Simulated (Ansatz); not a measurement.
**Ni (diamond type): how the settings move a single-point run**

Question: which choices in the input matter for Ni (diamond type)?

Program: Ansatz 0.2.0. Level of theory: reference: DFT, PBE, norm-conserving pseudopotentials, Ansatz's default files, scalar-relativistic. These are calculated values, not measurements.

## Step 1: The starting structure

The structure is cubic, space group Fd-3m (No. 227). Conventional cell: a = 3.762 Å, b = 3.762 Å, c = 3.762 Å, α = 90.00°, β = 90.00°, γ = 90.00°. Ni (site symmetry -43m) has 4 Ni at 1.63 Å as nearest neighbours.

As a file:

```cif
data_structure
_symmetry_space_group_name_H-M 'Fd-3m:1'
_symmetry_Int_Tables_number 227
_cell_length_a 3.7616
_cell_length_b 3.7616
_cell_length_c 3.7616
_cell_angle_alpha 90.000
_cell_angle_beta 90.000
_cell_angle_gamma 90.000
_cell_volume 53.22
loop_
_atom_site_label
_atom_site_type_symbol
_atom_site_symmetry_multiplicity
_atom_site_Wyckoff_symbol
_atom_site_fract_x
_atom_site_fract_y
_atom_site_fract_z
_atom_site_occupancy
Ni1 Ni 8 b 0.00000 0.50000 0.00000 1
```

## Step 2: Baseline

input.yaml

```yaml
crystal:
  lattice:
    - [0.0, 1.8807866981, 1.8807866981]
    - [1.8807866981, 0.0, 1.8807866981]
    - [1.8807866981, 1.8807866981, 0.0]
  atoms:
    - { symbol: Ni, position: [-0.125, -0.125, -0.125], spin: 1.0 }
    - { symbol: Ni, position: [0.125, 0.125, 0.125], spin: 1.0 }
magnetization:
  spin_polarized: true
kpoints:
  mp_grid: { grid: [14, 14, 14] }
scf:
  occupations: { method: fermi_dirac, width: 0.1 }
hamiltonian:
  xc: pbe
  pseudopotentials: { kind: nc }
output:
  forces: true
  stress: true
  eigenvalues: true
```

Run with:

```sh
$ ansatz run input.yaml --threads 1 --pin off --max-ram 3072MiB --backend cpu --events-out ev --progress --plain --runs-dir out
```

Excerpt of the output:

```text
[...]
Basis set: ecut = 1400 eV, 1591 PW (Γ), exchange–correlation on 72×72×72 points (8 copies of the dense FFT grid, shifted against one another)
[...]
Magnetic group: BNS 227.128 (UNI 1630), of the structure as read, at distance tolerance 2.4e-5 Å
k-points: 104 of 2744
[...]
SCF iter   1: F=—  HF=-9252.035830 eV  |F-HF|=—  |Δ(HF+E_count)|=         —  Δρ=1.23e-1 (↑7.58e-2 ↓1.23e-1)  dr2=2.55e0  dr2_m=3.60e-1  M=1.304 μB ∫|m|=1.305 μB  β_m=0.30  ethr=3.10e-3  ⟨swp⟩=6.4  Hψ=22971  notcnv=0
preconditioner: auto → none  [metal: Δε(μ)=0.008 eV  Ē_g=16.437 eV  σ=0.100 eV  W_gap=0.02  n_scr=8 (ndim 8)  ℏωp=45.5 eV  f_vac=0.000  D(μ)=1.52/eV (n_scr^D=14)  sad-step TF]
SCF iter   2: F=—  HF=-9251.570884 eV  |F-HF|=—  |Δ(HF+E_count)|=   4.65e-1  Δρ=7.35e-2 (↑4.46e-2 ↓7.35e-2)  dr2=7.90e-1  dr2_m=2.11e-1  M=1.249 μB ∫|m|=1.254 μB  β_m=0.30  ethr=3.10e-3  ⟨swp⟩=2.0  Hψ=7319  notcnv=0  defer=19
[...]
SCF iter  12: F=-9251.400684 eV  HF=-9251.400684 eV  |F-HF|=1.47e-10  |Δ(HF+E_count)|=   6.44e-9  Δρ=1.71e-6 (↑8.26e-7 ↓1.71e-6)  dr2=1.89e-10  dr2_m=9.11e-11  M=-0.000 μB ∫|m|=0.000 μB  β_m=0.95  ethr=1.52e-12  ⟨swp⟩=4.0  Hψ=14608  notcnv=0
SCF iter  13: F=-9251.400684 eV  HF=-9251.400684 eV  |F-HF|=1.82e-12  |Δ(HF+E_count)|=  8.00e-11  Δρ=4.12e-7 (↑4.12e-7 ↓2.87e-7)  dr2=1.71e-12  dr2_m=1.17e-11  M=-0.000 μB ∫|m|=0.000 μB  ethr=1.00e-12  ⟨swp⟩=2.5  Hψ=10217  notcnv=0
[...]
SCF converged after 13 iterations
Magnetization: -0.0000 μB (18.0000 up, 18.0000 down)
[...]
Free energy (F): -9251.400684 eV
[...]
E sigma→0 (E₀):  -9251.354575 eV
[...]
Fermi energy:    33.883852 eV
[...]
  P = ⅓ Tr σ = 691.5605 GPa (6915.605 kbar)
[...]
```

Run time: 11 s. Hardware: 1 thread of Intel Xeon 6975P-C (Granite Rapids), shared host; peak memory 0.51 GiB.

## Step 3: Variant: mp_grid.shift [0.5, 0.5, 0.5]

Edit input.yaml of step 2 so:

```diff
@@ -11,3 +11,3 @@
 kpoints:
-  mp_grid: { grid: [14, 14, 14] }
+  mp_grid: { grid: [14, 14, 14], shift: [0.5, 0.5, 0.5] }
 scf:
```

Run with:

```sh
$ ansatz run input.yaml --threads 1 --pin off --max-ram 3072MiB --backend cpu --events-out ev --progress --plain --runs-dir out
```

Output, cut to the lines that bear on the results:

```text
Warning: crystal.symmetry: narrowed to the stabiliser of the k-point mesh — unitary ops 48 → 12; excluded 36 operations that carry a point of the 14×14×14 mesh (shift [0.5, 0.5, 0.5]) off the mesh (the run samples exactly the mesh kpoints.mp_grid names, as under crystal.symmetry.detect: [...]
Pseudopotentials: kind: nc
Pseudopotential: Ni, nc, valence charge 18, recommended cutoff 1400 eV (normal), Ni.nc.azcp
Functional definition: PBE
[...]
Crystal: 2 atoms, lattice volume = 13.306 Å³
Basis set: ecut = 1400 eV, 1591 PW (Γ), exchange–correlation on 72×72×72 points (8 copies of the dense FFT grid, shifted against one another)
Bands: 23, of which v1, the nominal top of the filled ones, is band 18 counted from 1 (17 counted from 0)
Symmetry: 12 space group operations
k-points: 280 of 2744
[...]
Starting moments: Σ|m| = 2 μB on 2 of 2 sites
[...]
SCF iter   1: F=—  HF=-9252.036687 eV  |F-HF|=—  |Δ(HF+E_count)|=         —  Δρ=1.23e-1 (↑7.59e-2 ↓1.23e-1)  dr2=2.53e0  dr2_m=3.57e-1  M=1.307 μB ∫|m|=1.308 μB  β_m=0.30  ethr=3.10e-3  ⟨swp⟩=6.4  Hψ=61960  notcnv=0
[...]
spin-set hold released at iteration 2 (site moments show no strong build): the magnetisation degrees of freedom join the quasi-Newton model from the next iteration; the mixer history was kept
[...]
SCF iter  14: F=-9251.398863 eV  HF=-9251.398863 eV  |F-HF|=1.82e-12  |Δ(HF+E_count)|=  4.27e-10  Δρ=3.72e-7 (↑3.51e-7 ↓3.72e-7)  dr2=3.85e-12  dr2_m=8.11e-12  M=0.000 μB ∫|m|=0.000 μB  ethr=1.00e-12  ⟨swp⟩=3.0  Hψ=29373  notcnv=0
at 1 of the mixer's solves, the last at iteration 5, it left a direction of its history that read negative out of its fit and stepped the other way along it
WARN: the starting moments were not kept: the SCF closed with an absolute magnetisation of 2.3e-5 μB, where they sum to 2 μB in size (2 sites). That is at most 0.1 of that sum. Measured as dr2_m measures the in/out step, that magnetisation stands 7.0e-10 eV from none, at or under the [...]
SCF converged after 14 iterations
Magnetization: 0.0000 μB (18.0000 up, 18.0000 down)
Absolute magnetization: 0.0000 μB (∫|ρ↑−ρ↓|)
Spin contamination: 0.0000 ħ² per cell (⟨S²⟩ above its minimum at these occupations)
Per-site moments (μB) at R_I (Å): [(1.1057179065448568e-5, 0.671883737107462), (1.1057179065414973e-5, 0.671883737107462)]
Free energy (F): -9251.398863 eV
[...]
E sigma→0 (E₀):  -9251.352358 eV
Entropy (-TS):   -0.093009 eV (-46.504 meV/atom)
Fermi energy:    33.885163 eV
[...]
--- Forces (eV/Å), atoms counted from 1 ---
  atom   1  Ni     0.00818064     0.00818064     0.00818064
  atom   2  Ni    -0.00818064    -0.00818064    -0.00818064
[...]
--- Stress (GPa, compression-positive) ---
      691.619931       0.010226       0.010226
        0.010226     691.619931       0.010226
        0.010226       0.010226     691.619931
  P = ⅓ Tr σ = 691.6199 GPa (6916.199 kbar)
--- Band table (eV; the first three rows and the last of 560) ---
  k-point 0 ↑: bands = ["-73.4500", "-70.9643", "-34.1392", "-34.1392", "-34.1361", "-31.6588", "-31.6534", "-31.6534", "20.7430", "24.6920", "24.6920", "26.2478", "26.2870", "26.2870", "30.3148", "30.3379", "30.3379", "33.8378", "33.8378", "52.6422", "53.6816", "53.6816", "54.8473"]
[...]
```

Run time: 31 s. Hardware: 1 thread of Intel Xeon 6975P-C (Granite Rapids), shared host; peak memory 0.79 GiB.

Changing the k-point mesh moves the energy by +0.9 meV/atom. The energy is not variational in the mesh, so the sign tells nothing. Cost: 14 SCF cycles against 13, 31 s against 11 s.

## Step 4: Side by side

```
                             run     ending  energy change  pressure (GPa)  gap (eV)  force (eV/Å)  cycles  time
                       reference  converged              0           691.6      0.00          0.00      13  11 s
1: mp_grid.shift [0.5, 0.5, 0.5]  converged  +0.9 meV/atom           691.6      0.00          0.01      14  31 s
```

Residual by cycle in the longest SCF loop of each run; runs are numbered as in the table. The quantity is the density residual dr2, in eV.

```
cycle  reference    run 1
    1       2.55     2.53
    2       0.79    0.804
    3     0.0608   0.0601
    5    0.00291  0.00308
    6    0.00117   9.6e-4
    7     3.5e-4   2.7e-4
    8     1.1e-5   3.0e-5
    9     5.9e-6   1.5e-5
   10     1.4e-8   4.9e-6
   12    1.9e-10   1.3e-9
   13    1.7e-12  3.7e-11
   14          -  3.8e-12
```

**Reading.** Changing the k-point mesh moves the energy by +0.9 meV/atom. The energy is not variational in the mesh, so the sign tells nothing. Cost: 14 SCF cycles against 13, 31 s against 11 s. The structure is not at rest: the sound run finds 692 GPa, so these are no properties of the relaxed crystal. 
